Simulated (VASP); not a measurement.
# Mo (Im-3m) in VASP: further runs

The runs below take Mo through relaxation of the atoms, with r2SCAN.

Program: VASP 6.6.1. These are calculated values, not measurements. Logs are shortened: lines on timing, memory, paths and dates and some standing lists are left out, and cuts for length are marked.

### Step 1. The crystal as given

The structure is cubic, space group Im-3m (No. 229). The conventional cell has a = 3.154 Å, b = 3.154 Å, c = 3.154 Å, α = 90.00°, β = 90.00°, γ = 90.00°. Around Mo (site symmetry m-3m) lie 8 Mo at 2.73 Å.

### Step 2. Relaxation of the atoms, r2SCAN (a relaxed cell with its volume scaled by 0.98)

INCAR

```
PREC = Accurate
ENCUT = 600
EDIFF = 1E-7
ISMEAR = 1
SIGMA = 0.1
LREAL = False
LASPH = True
NELM = 80
ALGO = Normal
ISIF = 2
LWAVE = False
LCHARG = False
METAGGA = R2SCAN
LMIXTAU = True
IBRION = 2
NSW = 40
EDIFFG = -0.01
```

KPOINTS

```
regular mesh
0
Gamma
  16 16 16
```

POSCAR

```
Mo                                      
1.0
   -1.5662119188      1.5662119188      1.5662119188
    1.5662119188     -1.5662119188      1.5662119188
    1.5662119188      1.5662119188     -1.5662119188
  Mo            
     1
Direct
     0.0000000000000000    0.0000000000000000    0.0000000000000000
```

Potentials or basis: VASP PAW PBE potentials, release 64 (Mo_sv).

Launch:

```sh
$ cat potpaw_PBE.64/Mo_sv/POTCAR > POTCAR
$ mpirun -np 1 vasp_std > vasp.out
```

OUTCAR:

```text
PREC = Accurate
   ENCUT = 600
   EDIFF = 1E-7
   ISMEAR = 1
   LREAL = False
   LASPH = True
   NELM = 80
   ISIF = 2
   METAGGA = R2SCAN
   IBRION = 2
   NSW = 40
   EDIFFG = -0.01

 ion  position               nearest neighbor table
   1  0.000  0.000  0.000-

  LATTYP: Found a body centered cubic cell.
 ALAT       =     3.1324238376

  Lattice vectors:

 A1 = (  -1.5662119188,   1.5662119188,   1.5662119188)
 A2 = (   1.5662119188,  -1.5662119188,   1.5662119188)
 A3 = (   1.5662119188,   1.5662119188,  -1.5662119188)

Analysis of symmetry for initial positions (statically):
=====================================================================
 Subroutine PRICEL returns:
 Original cell was already a primitive cell.

 Routine SETGRP: Setting up the symmetry group for a
 body centered cubic supercell.

 Subroutine GETGRP returns: Found 48 space group operations
 (whereof 48 operations were pure point group operations)
 out of a pool of 48 trial point group operations.

The static configuration has the point symmetry O_h .

Analysis of symmetry for dynamics (positions and initial velocities):
=====================================================================
 Subroutine PRICEL returns:
 Original cell was already a primitive cell.

 Routine SETGRP: Setting up the symmetry group for a
 body centered cubic supercell.

 Subroutine GETGRP returns: Found 48 space group operations
 (whereof 48 operations were pure point group operations)
 out of a pool of 48 trial point group operations.

The dynamic configuration has the point symmetry O_h .

 Subroutine INISYM returns: Found 48 space group operations
 (whereof 48 operations are pure point group operations),
 and found     1 'primitive' translations

----------------------------------------------------------------------------------------

                                     Primitive cell

  volume of cell :      15.3678

  direct lattice vectors                    reciprocal lattice vectors
    -1.566211919  1.566211919  1.566211919     0.000000000  0.319241601  0.319241601
     1.566211919 -1.566211919  1.566211919     0.319241601  0.000000000  0.319241601
     1.566211919  1.566211919 -1.566211919     0.319241601  0.319241601  0.000000000

  length of vectors
     2.712758619  2.712758619  2.712758619     0.451475801  0.451475801  0.451475801

  position of ions in fractional coordinates (direct lattice)
     0.000000000  0.000000000  0.000000000

  ion indices of the primitive-cell ions
   primitive index   ion index
                 1           1

----------------------------------------------------------------------------------------

 KPOINTS: regular mesh

Automatic generation of k-mesh.
 Grid dimensions read from file:
 generate k-points for:   16   16   16

 Generating k-lattice:

  Cartesian coordinates                     Fractional coordinates (reciprocal lattice)
     0.000000000  0.019952600  0.019952600     0.062500000  0.000000000  0.000000000
     0.019952600  0.000000000  0.019952600     0.000000000  0.062500000  0.000000000
     0.019952600  0.019952600  0.000000000     0.000000000  0.000000000  0.062500000

  Length of vectors
     0.028217238  0.028217238  0.028217238

  Shift w.r.t. Gamma in fractional coordinates (k-lattice)
     0.000000000  0.000000000  0.000000000

 Subroutine IBZKPT returns following result:
 ===========================================

 Found    145 irreducible k-points:

 Following reciprocal coordinates:
            Coordinates               Weight
  0.000000  0.000000  0.000000      1.000000
  0.062500  0.000000  0.000000     12.000000
  0.125000  0.000000  0.000000     12.000000
  0.187500  0.000000  0.000000     12.000000
  0.250000  0.000000  0.000000     12.000000
  0.312500  0.000000  0.000000     12.000000
[... 16 lines left out ...]
  0.187500  0.187500  0.000000     24.000000
  0.250000  0.187500  0.000000     48.000000
 [... further k-points ...]
   k-points           NKPTS =    145   k-points in BZ     NKDIM =    145   number of bands    NBANDS=     11
   number of dos      NEDOS =    301   number of ions     NIONS =      1
   total plane-waves  NPLWV =  13824
   dimension x,y,z NGX =    24 NGY =   24 NGZ =   24
   dimension x,y,z NGXF=    48 NGYF=   48 NGZF=   48
   ions per type =               1
   NGX,Y,Z   is equivalent  to a cutoff of  14.71, 14.71, 14.71 a.u.
   NGXF,Y,Z  is equivalent  to a cutoff of  29.42, 29.42, 29.42 a.u.
 SYSTEM =  unknown system
   PREC   = accura    normal or accurate (medium, high low for compatibility)
   ISTART =      0    job   : 0-new  1-cont  2-samecut
   ICHARG =      2    charge: 1-file 2-atom 10-const
   ISPIN  =      1    spin polarized calculation?
   LNONCOLLINEAR =      F non collinear calculations
   LSORBIT =      F    spin-orbit coupling
   LASPH  =      T    aspherical Exc in radial PAW
   ENCUT  =  600.0 eV  44.10 Ry    6.64 a.u.   5.42  5.42  5.42*2*pi/ulx,y,z
   NELM   =     80;   NELMIN=  2; NELMDL= -5     # of ELM steps
   EDIFF  = 0.1E-06   stopping-criterion for ELM
   LREAL  =      F    real-space projection
   EDIFFG = -.1E-01   stopping-criterion for IOM
   NSW    =     40    number of steps for IOM
   IBRION =      2    ionic relax: 0-MD 1-quasi-New 2-CG
   NFREE  =      1    steps in history (QN), initial steepest desc. (CG)
   ISIF   =      2    stress and relaxation
   ISYM   =      2    0-nonsym 1-usesym 2-fastsym
   POTIM  = 0.5000    time-step for ionic-motion
   TEBEG  =    0.0;   TEEND  =   0.0 temperature during run
   PSTRESS=    0.0 pullay stress
   NELECT =      14.0000    total number of electrons
   NUPDOWN=      -1.0000    fix difference up-down
   EMIN   =  10.00;   EMAX   =-10.00  energy-range for DOS
   EFERMI =   0.00;   METHOD = LEGACY
   ISMEAR =     1;   SIGMA  =   0.10  broadening in eV -4-tet -1-fermi 0-gaus
   EFERMI_NEDOS =   21; number of points for ismear=-14 and -15
   IALGO  =     38    algorithm
   IMIX   =      4    mixing-type and parameters
     AMIX     =   0.40;   BMIX     =  1.00
     AMIX_MAG =   1.60;   BMIX_MAG =  1.00
  volume/ion in A,a.u.               =      15.37       103.71
  Fermi-wavevector in a.u.,A,eV,Ry     =   1.587012  2.999019 34.267747  2.518608
  Thomas-Fermi vector in A             =   2.686235
   LORBIT       =      0    0 simple, 1 ext, 2 COOP (PROOUT), +10 PAW based schemes
   METAGGA = R2SCAN    functional components
   LHFCALC =     F    Hartree Fock is set to
   AEXX    =    0.0000 exact exchange contribution
   IVDW    =     0    specifies the selected vdW correction
   LEPSILON=     F    determine dielectric tensor
   LRPA    =     F    only Hartree local field effects (RPA)
 conjugate gradient relaxation of ions
 non-spin polarized calculation
 Methfessel and Paxton  Order N= 1 SIGMA  =   0.10
  energy-cutoff  :      600.00
  volume of cell :       15.37
 maximum number of plane-waves:       533
 NGX is ok and might be reduce to    24
   NGX = 11   NGY = 11   NGZ = 11

 number of electron      14.0000001 magnetization

 Free energy of the ion-electron system (eV)
  ---------------------------------------------------
  ext. energy  EPLUGINS =         0.00000000
  ---------------------------------------------------
  free energy    TOTEN  =       -26.07610180 eV

  energy without entropy =      -26.07654652  energy(sigma->0) =      -26.07625004

 E-fermi :  12.8373     XC(G=0): -14.7439

 val. band max:       12.8170953199   @ k =   0.3750   0.0000   0.0000
 cond. band min:      12.8796362464   @ k =   0.1875   0.0000   0.0000
 fundamental gap:      0.0625409265
 Fermi energy:        12.8372815928

 k-point     1 :       0.0000    0.0000    0.0000
  band No.  band energies     occupation
      1     -50.3910      2.00000
      2     -22.8203      2.00000
      3     -22.8203      2.00000
      4     -22.8203      2.00000
      5       5.1110      2.00000
      6      11.3738      2.00000
      7      11.3738      2.00000
      8      11.3738      2.00000
      9      14.7752     -0.00000
     10      14.7752     -0.00000
     11      28.3466      0.00000

 k-point     2 :       0.0625    0.0000    0.0000
  band No.  band energies     occupation
      1     -50.3793      2.00000
      2     -22.8854      2.00000
      3     -22.8401      2.00000
      4     -22.8208      2.00000
      5       5.2966      2.00000
      6      11.2670      2.00000
      7      11.3547      2.00000
      8      11.5473      2.00000
      9      14.6148     -0.00000
     10      14.7762     -0.00000
     11      28.4866      0.00000

 k-point     3 :       0.1250    0.0000    0.0000
  band No.  band energies     occupation
      1     -50.3460      2.00000
      2     -23.0684      2.00000
      3     -22.8962      2.00000
      4     -22.8223      2.00000
      5       5.8176      2.00000
      6      10.9766      2.00000
      7      11.2716      2.00000
      8      12.0589      2.00000
      9      14.2901     -0.00000
     10      14.7889     -0.00000
     11      28.7968      0.00000

 k-point     4 :       0.1875    0.0000    0.0000
  band No.  band energies     occupation
      1     -50.2959      2.00000
      2     -23.3364      2.00000
      3     -22.9792      2.00000
      4     -22.8245      2.00000
      5       6.5473      2.00000
      6      10.5744      2.00000
      7      11.1257      2.00000
      8      12.8796      0.34946
      9      14.0953     -0.00000
     10      14.8354     -0.00000
     11      28.9063      0.00000
[... 239 lines left out ...]
 k-point    22 :       0.4375    0.1250   -0.0000
  band No.  band energies     occupation
      1     -50.0659      2.00000
      2     -24.3328      2.00000
      3     -23.4040      2.00000
      4     -22.9178      2.00000
      5       7.6053      2.00000
      6       9.3133      2.00000
      7      12.8870      0.26329
      8      14.5993     -0.00000
      9      15.9897      0.00000
     10      19.1886      0.00000
     11      24.8946      0.00000

 k-point    23 :       0.1875    0.1875    0.0000
  band No.  band energies     occupation
      1     -50.1619      2.00000
      2     -23.9079      2.00000
      3     -23.2024      2.00000
      4     -22.9364      2.00000
      5       8.2015      2.00000
      6       9.9547      2.00000
      7      10.4556      2.00000
      8      13.8546     -0.00000
      9      15.4191      0.00000
     10      16.2367      0.00000
     11      28.0757      0.00000

 k-point    24 :       0.2500    0.1875    0.0000
  band No.  band energies     occupation
      1     -50.1142      2.00000
      2     -24.0669      2.00000
      3     -23.3350      2.00000
      4     -22.9576      2.00000
      5       8.3525      2.00000
      6       9.6984      2.00000
      7      10.8820      2.00000
      8      14.0890     -0.00000
      9      15.5660      0.00000
     10      17.7719      0.00000
     11      26.8996      0.00000

 [... further k-points ...]

------------------------ aborting loop because EDIFF is reached ----------------------------------------

  FORCE on cell =-STRESS in cart. coord.  units (eV):
  Direction    XX          YY          ZZ          XY          YZ          ZX
  --------------------------------------------------------------------------------------
  -------------------------------------------------------------------------------------
  Total        0.5552265      0.5552265      0.5552265      0.0000000     -0.0000000     -0.0000000
  in kB       57.8854224     57.8854224     57.8854224      0.0000000     -0.0000000     -0.0000000
  external PRESSURE =      57.8854224 kB  Pullay stress =       0.0000000 kB

 VOLUME and BASIS-vectors are now :
 -----------------------------------------------------------------------------
  energy-cutoff  :      600.00
  volume of cell :       15.37
      direct lattice vectors                 reciprocal lattice vectors
    -1.566211919  1.566211919  1.566211919     0.000000000  0.319241601  0.319241601
     1.566211919 -1.566211919  1.566211919     0.319241601  0.000000000  0.319241601
     1.566211919  1.566211919 -1.566211919     0.319241601  0.319241601  0.000000000

 POSITION                                       TOTAL-FORCE (eV/Angst)
 -----------------------------------------------------------------------------------
      0.00000      0.00000      0.00000        -0.000000      0.000000      0.000000
 -----------------------------------------------------------------------------------
    total drift:                                0.000000      0.000000      0.000000

  FREE ENERGIE OF THE ION-ELECTRON SYSTEM (eV)
  ---------------------------------------------------
  free  energy   TOTEN  =       -26.0761017975 eV

  energy  without entropy=      -26.0765465205  energy(sigma->0) =      -26.07625004

 reached required accuracy - stopping structural energy minimisation
```

Wall time 1.7 min (1 thread of AMD EPYC 9R45 (Zen 5), shared host); peak memory 0.13 GiB.

Results:

* Free energy: -26.0761 eV
* Pressure after relaxing: 5.8 GPa
* Band gap on the k mesh: none (metal or under the smearing width)

Final structure:
```
CELL_PARAMETERS angstrom
-1.56621 1.56621 1.56621
1.56621 -1.56621 1.56621
1.56621 1.56621 -1.56621
ATOMIC_POSITIONS crystal
Mo 0.00000 0.00000 0.00000
```

Caveat: the relaxation stopped at its first step, so nothing moved; the PAW data sets were made with another functional, which shifts forces and pressure a little.

### Step 3. Relaxation of the atoms, r2SCAN

INCAR is that of step 2.

KPOINTS is that of step 2.

POSCAR

```
Mo                                      
1.0
   -1.5767947528      1.5767947528      1.5767947528
    1.5767947528     -1.5767947528      1.5767947528
    1.5767947528      1.5767947528     -1.5767947528
  Mo            
     1
Direct
     0.0000000000000000    0.0000000000000000    0.0000000000000000
```

Potentials or basis: VASP PAW PBE potentials, release 64 (Mo_sv).

Launch:

```sh
$ cat potpaw_PBE.64/Mo_sv/POTCAR > POTCAR
$ mpirun -np 1 vasp_std > vasp.out
```

OUTCAR:

```text
PREC = Accurate
   ENCUT = 600
   EDIFF = 1E-7
   ISMEAR = 1
   LREAL = False
   LASPH = True
   NELM = 80
   ISIF = 2
   METAGGA = R2SCAN
   IBRION = 2
   NSW = 40
   EDIFFG = -0.01

 ion  position               nearest neighbor table
   1  0.000  0.000  0.000-

  LATTYP: Found a body centered cubic cell.
 ALAT       =     3.1535895056

  Lattice vectors:

 A1 = (  -1.5767947528,   1.5767947528,   1.5767947528)
[... 520 lines left out ...]

 [... further k-points ...]

------------------------ aborting loop because EDIFF is reached ----------------------------------------

  FORCE on cell =-STRESS in cart. coord.  units (eV):
  Direction    XX          YY          ZZ          XY          YZ          ZX
  --------------------------------------------------------------------------------------
  -------------------------------------------------------------------------------------
  Total       -0.0003911     -0.0003911     -0.0003911      0.0000000     -0.0000000      0.0000000
  in kB       -0.0399572     -0.0399572     -0.0399572      0.0000000     -0.0000000      0.0000000
  external PRESSURE =      -0.0399572 kB  Pullay stress =       0.0000000 kB

 VOLUME and BASIS-vectors are now :
 -----------------------------------------------------------------------------
  energy-cutoff  :      600.00
  volume of cell :       15.68
      direct lattice vectors                 reciprocal lattice vectors
    -1.576794753  1.576794753  1.576794753     0.000000000  0.317098975  0.317098975
     1.576794753 -1.576794753  1.576794753     0.317098975  0.000000000  0.317098975
     1.576794753  1.576794753 -1.576794753     0.317098975  0.317098975  0.000000000

 POSITION                                       TOTAL-FORCE (eV/Angst)
 -----------------------------------------------------------------------------------
      0.00000      0.00000      0.00000         0.000000      0.000000      0.000000
 -----------------------------------------------------------------------------------
    total drift:                               -0.000000      0.000000      0.000000

  FREE ENERGIE OF THE ION-ELECTRON SYSTEM (eV)
  ---------------------------------------------------
  free  energy   TOTEN  =       -26.0817568498 eV

  energy  without entropy=      -26.0822217298  energy(sigma->0) =      -26.08191181

 reached required accuracy - stopping structural energy minimisation
```

It took 1.7 min on 1 thread of AMD EPYC 9R45 (Zen 5), shared host; peak memory 0.14 GiB.

Results:

```yaml
Free_energy: -26.0818 eV
Pressure_after_relaxing: 0.0 GPa
Band_gap_on_the_k_mesh: none (metal or under the smearing width)
```

Final structure:
```yaml
crystal:
  lattice:
    - [-1.57679, 1.57679, 1.57679]
    - [1.57679, -1.57679, 1.57679]
    - [1.57679, 1.57679, -1.57679]
  atoms:
    - { symbol: Mo, position: [0.00000, 0.00000, 0.00000] }
```

Levels at points of the mesh, in eV from the Fermi level:
| k point | band 3 | band 4 | band 5 | band 6 | band 7 | band 8 | band 9 | band 10 | band 11 |
| --- | --- | --- | --- | --- | --- | --- | --- | --- | --- |
| (0.00, 0.00, 0.00) | -35.69 | -35.69 | -7.65 | -1.41 | -1.41 | -1.41 | 1.91 | 1.91 | 15.49 |
| (0.50, 0.00, 0.00) | -36.17 | -35.71 | -5.57 | -3.57 | 1.57 | 1.89 | 2.59 | 4.91 | 12.20 |
| (0.50, 0.50, 0.50) | -36.72 | -36.72 | -5.62 | -5.62 | 4.13 | 4.13 | 4.13 | 9.45 | 9.45 |

Caveat: the relaxation stopped at its first step, so nothing moved; the PAW data sets were made with another functional, which shifts forces and pressure a little.

### Step 4. Relaxation of the atoms, r2SCAN (a relaxed cell with its volume scaled by 1.02)

INCAR is that of step 3.

KPOINTS is that of step 3.

POSCAR

```
Mo                                      
1.0
   -1.5872374065      1.5872374065      1.5872374065
    1.5872374065     -1.5872374065      1.5872374065
    1.5872374065      1.5872374065     -1.5872374065
  Mo            
     1
Direct
     0.0000000000000000    0.0000000000000000    0.0000000000000000
```

Launch:

```sh
$ cat potpaw_PBE.64/Mo_sv/POTCAR > POTCAR
$ mpirun -np 1 vasp_std > vasp.out
```

Wall time 97 s (1 thread of AMD EPYC 9R45 (Zen 5), shared host); peak memory 0.14 GiB.

The run converged. Its results:

```yaml
Free_energy: -26.0766 eV
Pressure_after_relaxing: -5.2 GPa
Band_gap_on_the_k_mesh: none (metal or under the smearing width)
```

Final structure:
```cif
data_structure
_symmetry_space_group_name_H-M 'P 1'
_symmetry_Int_Tables_number 1
_cell_length_a 2.7492
_cell_length_b 2.7492
_cell_length_c 2.7492
_cell_angle_alpha 109.471
_cell_angle_beta 109.471
_cell_angle_gamma 109.471
_cell_volume 16.00
loop_
_atom_site_label
_atom_site_type_symbol
_atom_site_fract_x
_atom_site_fract_y
_atom_site_fract_z
_atom_site_occupancy
Mo1 Mo 0.00000 0.00000 0.00000 1
```

Levels at points of the mesh, in eV from the Fermi level:
| k point | band 5 | band 6 | band 7 | band 8 | band 9 | band 10 |
| --- | --- | --- | --- | --- | --- | --- |
| (0.00, 0.00, 0.00) | -7.58 | -1.37 | -1.37 | -1.37 | 1.89 | 1.89 |
| (0.50, 0.00, 0.00) | -5.44 | -3.46 | 1.50 | 1.85 | 2.54 | 4.78 |
| (0.50, 0.50, 0.50) | -5.45 | -5.45 | 4.02 | 4.02 | 4.02 | 9.30 |

Caveat: the relaxation stopped at its first step, so nothing moved; the PAW data sets were made with another functional, which shifts forces and pressure a little.

### Step 5. Relaxation of the atoms, r2SCAN (a relaxed cell with its volume scaled by 1.04)

INCAR is that of step 4.

KPOINTS is that of step 4.

POSCAR

```
Mo                                      
1.0
   -1.5975444317      1.5975444317      1.5975444317
    1.5975444317     -1.5975444317      1.5975444317
    1.5975444317      1.5975444317     -1.5975444317
  Mo            
     1
Direct
     0.0000000000000000    0.0000000000000000    0.0000000000000000
```

Launch:

```sh
$ cat potpaw_PBE.64/Mo_sv/POTCAR > POTCAR
$ mpirun -np 1 vasp_std > vasp.out
```

Wall time 1.7 min (1 thread of AMD EPYC 9R45 (Zen 5), shared host); peak memory 0.14 GiB.

The run converged. Its results:

```yaml
Free_energy: -26.0619 eV
Pressure_after_relaxing: -9.9 GPa
Band_gap_on_the_k_mesh: none (metal or under the smearing width)
```

Final structure:
```
Mo
1.0
    -1.59754    1.59754    1.59754
     1.59754   -1.59754    1.59754
     1.59754    1.59754   -1.59754
Mo
1
Direct
  0.00000 0.00000 0.00000
```

Levels at points of the mesh, in eV from the Fermi level:
```
           k point  band 5  band 6  band 7  band 8  band 9  band 10
(0.00, 0.00, 0.00)   -7.50   -1.32   -1.32   -1.32    1.86     1.86
(0.50, 0.00, 0.00)   -5.31   -3.36    1.44    1.82    2.48     4.65
(0.50, 0.50, 0.50)   -5.29   -5.29    3.92    3.92    3.92     9.16
```

Caveat: the relaxation stopped at its first step, so nothing moved; the PAW data sets were made with another functional, which shifts forces and pressure a little.

(Part 1 of 2 ends here.)
